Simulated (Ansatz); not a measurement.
Geometry optimisation, DFT PBE-D3(BJ), scalar-relativistic, plane waves, PAW in Ansatz.

input.yaml

```yaml
crystal:
  lattice:
    - [5.2991, 0.0, 0.0]
    - [0.0, 5.2991, 0.0]
    - [0.0, 0.0, 20.273425]
  atoms:
    - { symbol: Ca, position: [0.0, 0.0, 0.0493257] }
    - { symbol: F, position: [0.25, 0.75, 0.2453618] }
    - { symbol: F, position: [0.25, 0.25, 0.2453618] }
    - { symbol: Ca, position: [0.0, 0.5, 0.1800165] }
    - { symbol: F, position: [0.25, 0.25, 0.1146711] }
    - { symbol: F, position: [0.25, 0.75, 0.1146711] }
    - { symbol: Ca, position: [0.5, 0.0, 0.1800165] }
    - { symbol: F, position: [0.75, 0.75, 0.1146711] }
    - { symbol: F, position: [0.75, 0.25, 0.1146711] }
    - { symbol: Ca, position: [0.5, 0.5, 0.0493257] }
    - { symbol: F, position: [0.75, 0.25, 0.2453618] }
    - { symbol: F, position: [0.75, 0.75, 0.2453618] }
    - { symbol: Ca, position: [0.0, 0.0, 0.3107072] }
    - { symbol: F, position: [0.25, 0.75, 0.5067434] }
    - { symbol: F, position: [0.25, 0.25, 0.5067434] }
    - { symbol: Ca, position: [0.0, 0.5, 0.441398] }
    - { symbol: F, position: [0.25, 0.25, 0.3760526] }
    - { symbol: F, position: [0.25, 0.75, 0.3760526] }
    - { symbol: Ca, position: [0.5, 0.0, 0.441398] }
    - { symbol: F, position: [0.75, 0.75, 0.3760526] }
    - { symbol: F, position: [0.75, 0.25, 0.3760526] }
    - { symbol: Ca, position: [0.5, 0.5, 0.3107072] }
    - { symbol: F, position: [0.75, 0.25, 0.5067434] }
    - { symbol: F, position: [0.75, 0.75, 0.5067434] }
    - { symbol: Ca, position: [0.4096325, 0.6028813, 0.6098341] }
basis:
  ecutwfc: 420.0
kpoints:
  mp_grid: { grid: [3, 3, 1] }
hamiltonian:
  xc: pbe
  dispersion: d3bj
  pseudopotentials: { kind: paw, azcp: { folder: soft_1 } }
scf:
  occupations: { method: gaussian, width: 0.05 }
  lower_state_search: "off"
relax:
  f_tol: 0.03
  max_steps: 60
  adjacent_minimum: "off"
  constraints: [{ sites: [0, 4, 5, 7, 8, 9] }]
```

Command:

```bash
$ ansatz run input.yaml --threads 4 --pin off --max-ram 10240MiB --backend cpu --events-out ev --progress --plain --runs-dir out
```

Problem. Where does it end, and by what steps?

Solution. The run converged. Limits of this set-up: coarse k mesh, slab without dipole correction. After 8 steps the energy has fallen by 5.251 eV; Ca25 moved furthest, 0.93 Å. Joined: F23–Ca25 (3.33 → 2.13 Å).

```tsv
step	energy less start (eV)	largest force component (eV/Å)	accepted
0	0.0000	5.345	yes
1	-1.7076	5.076	yes
2	-2.9610	3.233	yes
3	-3.8477	1.936	yes
4	-4.5075	1.202	yes
5	-4.9148	0.626	yes
6	-5.2047	0.297	yes
7	-5.2479	0.071	yes
8	-5.2508	0.023	yes
```

```xyz
25
Lattice="5.2991 0.0000 0.0000 0.0000 5.2991 0.0000 0.0000 0.0000 20.2734" Properties=species:S:1:pos:R:3
Ca 0.000 0.000 1.000
F 1.319 3.981 5.125
F 1.321 1.329 5.124
Ca -0.003 2.652 3.794
F 1.325 1.325 2.325
F 1.325 3.974 2.325
Ca 2.647 0.003 3.794
F 3.974 3.974 2.325
F 3.974 1.325 2.325
Ca 2.650 2.650 1.000
F 3.971 1.328 5.127
F 3.971 3.978 5.124
Ca -0.006 0.007 6.595
F 1.324 3.977 10.708
F 1.324 1.350 10.713
Ca -0.014 2.660 9.386
F 1.317 1.335 7.918
F 1.320 3.979 7.919
Ca 2.640 0.016 9.386
F 3.965 3.983 7.918
F 3.965 1.336 7.924
Ca 2.643 2.658 6.587
F 3.950 1.351 10.723
F 3.952 3.977 10.713
Ca 2.635 2.667 11.751
```

Run time: 100 s on 4 threads of Arm Neoverse V1 (shared host), peak memory 1.5 GiB.
